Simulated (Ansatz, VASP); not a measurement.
**One calculation of Ti, two programs**

```
CELL_PARAMETERS angstrom
2.64155 0.00000 0.00000
0.00000 2.64155 0.00000
0.00000 0.00000 2.64155
ATOMIC_POSITIONS crystal
Ti 0.00000 0.00000 0.00000
```

Alike in both runs: task single point; functional RPBE; k mesh 13 × 13 × 13; occupations fermi-dirac, width 0.1 eV; no spin polarisation.

|  | VASP | Ansatz |
| --- | --- | --- |
| version | VASP 6.6.1 | Ansatz 0.2.0 |
| potentials or method | VASP PAW PBE potentials, release 64 (Ti_sv) | plane waves (420 eV) with PAW, scalar-relativistic |
| plane-wave cutoff (eV) | 520 | 420 |
| valence electrons in the cell | 12 | 12 |

Ansatz gave:

| Item | Value |
| --- | --- |
| pressure (GPa) | 3.0 |

Task: Estimate VASP's values.

Result: Pressure (GPa): 2.9.

Caveats: the PAW data sets were made with another functional, which shifts forces and pressure a little (VASP).
